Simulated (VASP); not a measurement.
Wanted: the native input for a VASP 6.6.1 run.

| Item | Value |
| --- | --- |
| Task | band structure |
| Functional | HSE06 |
| Dispersion | D3(BJ) |
| Potentials or basis | VASP PAW PBE potentials, release 64 (K_pv) |
| Cutoff | 500 eV |
| k mesh | 5 × 5 × 5 |
| Occupations | methfessel-paxton, width 0.1 eV |
| Spin | no spin polarisation |
| Grid for exact exchange (PRECFOCK) | Fast |
| Screening parameter | 0.2 1/A |
| Further INCAR settings | ALGO = Normal; EDIFF = 1e-06; NBANDS = 10 |

K:

```
K
1.0
     0.00000    3.39187    3.39187
     3.39187    0.00000    3.39187
     3.39187    3.39187    0.00000
K
1
Direct
  0.00000 0.00000 0.00000
```

This isn't the form of K at room conditions, which is bcc.

One way to write it, as run:

POSCAR

```
K
1.0
    0.0000000000      3.3918728180      3.3918728180
    3.3918728180      0.0000000000      3.3918728180
    3.3918728180      3.3918728180      0.0000000000
K
1
Direct
    0.0000000000      0.0000000000      0.0000000000
```

INCAR.step1

```
  PREC = Accurate
  ENCUT = 500
  EDIFF = 1E-5
  ISMEAR = 1
  SIGMA = 0.1
  LREAL = F
  LASPH = T
  NELM = 80
  ALGO = Normal
  ISIF = 2
  LWAVE = T
  LCHARG = F
  NBANDS = 10
  GGA = PE
```

INCAR.step2

```
  PREC = Accurate
  ENCUT = 500
  EDIFF = 1E-6
  ISMEAR = 1
  SIGMA = 0.1
  LREAL = F
  LASPH = T
  NELM = 80
  ALGO = Normal
  ISIF = 2
  LWAVE = F
  LCHARG = F
  GGA = PE
  LHFCALC = T
  HFSCREEN = 0.2
  PRECFOCK = Fast
  IVDW = 12
  VDW_S6 = 1.0
  VDW_S8 = 2.31
  VDW_A1 = 0.383
  VDW_A2 = 5.685
  NBANDS = 10
  ISTART = 1
```

KPOINTS

```
Automatic mesh
0
Gamma
  5 5 5
```

KPOINTS_OPT

```
path GXWKGLUWLK,UX
12
line-mode
reciprocal
 0.0000000000  0.0000000000  0.0000000000  G
 0.5000000000  0.0000000000  0.5000000000  X

 0.5000000000  0.0000000000  0.5000000000  X
 0.5000000000  0.2500000000  0.7500000000  W

 0.5000000000  0.2500000000  0.7500000000  W
 0.3750000000  0.3750000000  0.7500000000  K

 0.3750000000  0.3750000000  0.7500000000  K
 0.0000000000  0.0000000000  0.0000000000  G

 0.0000000000  0.0000000000  0.0000000000  G
 0.5000000000  0.5000000000  0.5000000000  L

 0.5000000000  0.5000000000  0.5000000000  L
 0.6250000000  0.2500000000  0.6250000000  U

 0.6250000000  0.2500000000  0.6250000000  U
 0.5000000000  0.2500000000  0.7500000000  W

 0.5000000000  0.2500000000  0.7500000000  W
 0.5000000000  0.5000000000  0.5000000000  L

 0.5000000000  0.5000000000  0.5000000000  L
 0.3750000000  0.3750000000  0.7500000000  K

 0.6250000000  0.2500000000  0.6250000000  U
 0.5000000000  0.0000000000  0.5000000000  X
```

Potentials or basis: VASP PAW PBE potentials, release 64 (K_pv).

Command:

```bash
$ cat potpaw_PBE.64/K_pv/POTCAR > POTCAR
$ cp INCAR.step1 INCAR
$ mpirun -np 1 vasp_std > vasp.out
$ cp INCAR.step2 INCAR
$ mpirun -np 1 vasp_std > vasp.out
```

Results of the run:

The pressure is -0.5 GPa, the band gap along the path is none (metal or under the smearing width) and the dispersion energy per atom is -0.168 eV.

Caveat: the PAW data sets were made with another functional, which shifts forces and pressure a little; pairwise dispersion overbinds metals, which lowers pressure and volume.

It took 13 min on 1 thread of Intel(R) Xeon(R) Platinum 8488C (Sapphire Rapids), on a shared host, peak memory 0.42 GiB.
